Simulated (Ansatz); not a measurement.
An Ansatz input:

```yaml
crystal:
  lattice:
    - [5.5442061136, 0.0, 0.0]
    - [0.0, 5.5442061136, 0.0]
    - [0.0, 0.0, 5.5442061136]
  atoms:
    - { symbol: Se, position: [0.0, 1.0, 1.0] }
    - { symbol: Se, position: [0.5, 0.5, 0.5] }
    - { symbol: Se, position: [0.25, 0.0, 0.5] }
    - { symbol: Se, position: [0.75, 1.0, 0.5] }
    - { symbol: Se, position: [0.5, 0.25, 1.0] }
    - { symbol: Se, position: [0.5, 0.75, 1.0] }
    - { symbol: Se, position: [1.0, 0.5, 0.25] }
    - { symbol: Se, position: [1.0, 0.5, 0.75] }
hamiltonian:
  xc: revpbe
  pseudopotentials:
    kind: paw
    azcp:
      Se: "pseudopotentials/Se.paw.azcp"
basis:
  ecutwfc: 420
  fft_grid_basis: typed
kpoints:
  mp_grid: { grid: [6, 6, 6], shift: [0, 0, 0] }
magnetization:
  spin_polarized: false
scf:
  occupations: { method: fermi_dirac, width: 0.1 }
```

Output

```
Engine: ansatz 0.2.0, aarch64-unknown-linux-gnu
Pseudopotentials: kind: paw
Pseudopotential: Se, paw, valence charge 16, recommended cutoff 420 eV (normal) 
Functional definition: revPBE
  parameter kappa = 1.245
  parameter beta = 0.06672455060314922
  exchange = pbe_x(kappa = kappa, mu = beta*pi^2/3)
  correlation = pbe_c(beta = beta)
Crystal: 8 atoms, lattice volume = 170.419 Å³
Basis set: ecut = 420 eV, 3287 PW (Γ)
Bands: 72, of which v1, the nominal top of the filled ones, is band 64 counted from 1 (63 counted from 0)
Symmetry: 48 space group operations
Space group: Pm-3n (ITA 223), of the structure as read, at distance tolerance 5.5e-5 Å
k-points: 20 of 216
Non-local potential: Se, projectors of the file, l = 0: 2, l = 1: 2, l = 2: 3, l = 3: 1
PAW form: soft (Blöchl's): semilocal exchange-correlation on the pseudo side does not see the compensation charge
PAW frozen core: Se, regenerated for the run's functional, and the local potential with it (the file was generated under x = pbe(κ = 0.804, μ = 0.2195149727645171), c = pbe(β = 0.06672455060314922))
PAW one-centre angular grid: Se, 590 points (default); XC on 64 Gauss nodes
Initial density: superposition of atomic densities (neutral atoms: chi_scale 0, normalization atom), corrected by the library's trained network
Initial wavefunctions: pseudopotential atomic-orbital guess
Functional: x = revpbe(κ = 1.245, μ = 0.2195149727645171), c = pbe(β = 0.06672455060314922)
SCF iter   1: F=—  HF=-43780.567900 eV  |F-HF|=—  |Δ(HF+E_count)|=         —  Δρ=2.54e-3  dr2=1.09e-2  ethr=1.77e-3  ⟨swp⟩=6.5  Hψ=10699  notcnv=0  defer=28
automatic band count: the SCF goes on with 80 bands, as 72 were too few: the levels above may hold too much charge
SCF iter   2: F=—  HF=-43780.567419 eV  |F-HF|=—  |Δ(HF+E_count)|=   4.81e-4  Δρ=1.51e-3  dr2=3.79e-3  ethr=8.49e-6  ⟨swp⟩=2.7  Hψ=2863  notcnv=0  defer=39
SCF iter   3: F=—  HF=-43780.568192 eV  |F-HF|=—  |Δ(HF+E_count)|=   7.73e-4  Δρ=3.25e-4  dr2=2.31e-4  ethr=2.96e-6  ⟨swp⟩=2.2  Hψ=2231  notcnv=0  defer=39
SCF iter   4: F=—  HF=-43780.568105 eV  |F-HF|=—  |Δ(HF+E_count)|=   8.75e-5  Δρ=1.32e-4  dr2=1.56e-5  ethr=1.80e-7  ⟨swp⟩=2.0  Hψ=2828  notcnv=0  defer=39
SCF iter   5: F=—  HF=-43780.568112 eV  |F-HF|=—  |Δ(HF+E_count)|=   7.71e-6  Δρ=3.45e-5  dr2=1.68e-6  ethr=1.22e-8  ⟨swp⟩=2.0  Hψ=2649  notcnv=0  defer=39
SCF iter   6: F=—  HF=-43780.568113 eV  |F-HF|=—  |Δ(HF+E_count)|=   7.56e-8  Δρ=1.26e-5  dr2=2.97e-7  ethr=1.31e-9  ⟨swp⟩=2.0  Hψ=2833  notcnv=0  defer=39
SCF iter   7: F=-43780.568112 eV  HF=-43780.568112 eV  |F-HF|=1.76e-8  |Δ(HF+E_count)|=   8.24e-8  Δρ=4.51e-6  dr2=5.09e-8  ethr=7.81e-11  ⟨swp⟩=3.5  Hψ=4125  notcnv=0
SCF 1 converged in 7 iterations: F = -43780.568112 eV  dr2 = 5.09e-8
SCF converged after 7 iterations
Free energy (F): -43780.568112 eV
Harris-Foulkes:  -43780.568112 eV  (|F-HF|=1.76e-8)
Internal energy: -43780.252210 eV  (E = F + TS)
E sigma→0 (E₀):  -43780.410161 eV
Entropy (-TS):   -0.315902 eV (-39.488 meV/atom)
Fermi energy:    10.313284 eV
--- Per-component energies (eV) ---
  E_band       = -2837.307287
  E_kinetic    = 927.784040
  E_local      = -16947.572472  (includes V_loc(G=0)·N_el)
  E_nonlocal   = -4761.395706
  E_hartree    = 8485.918995
  E_xc         = -824.808803
  E_vxc        = -772.671975  (∫ρ·V_xc dr)
  E_paw        = -15330.255686  (= ΣΔE_a)
  E_vpaw       = 1744.717383  (= ΣTr[D̂ρ^β])
  E_aug_tail   = -0.004578  (compensation charges beyond the density's cutoff)
  E_ewald      = -15328.338564
  E_core_change = -1.579437  (= ΣΔE_core)
  E_smearing   = -0.315902  (= −TS)
  E_closure    = -0.000000  (closes the sum)
  Σ components = -43780.568112   (vs F -43780.568112, Δ=0.00e0)
```

Launched by

```sh
ansatz run input.yaml --threads 4 --pin off --max-ram 8192MiB --backend cpu --events-out ev --progress --plain --runs-dir out
```

On 4 threads of Arm Neoverse V1 (shared host) this took about 4.8 s of wall time and 18 s of CPU time, with 0.65 GiB at the peak.
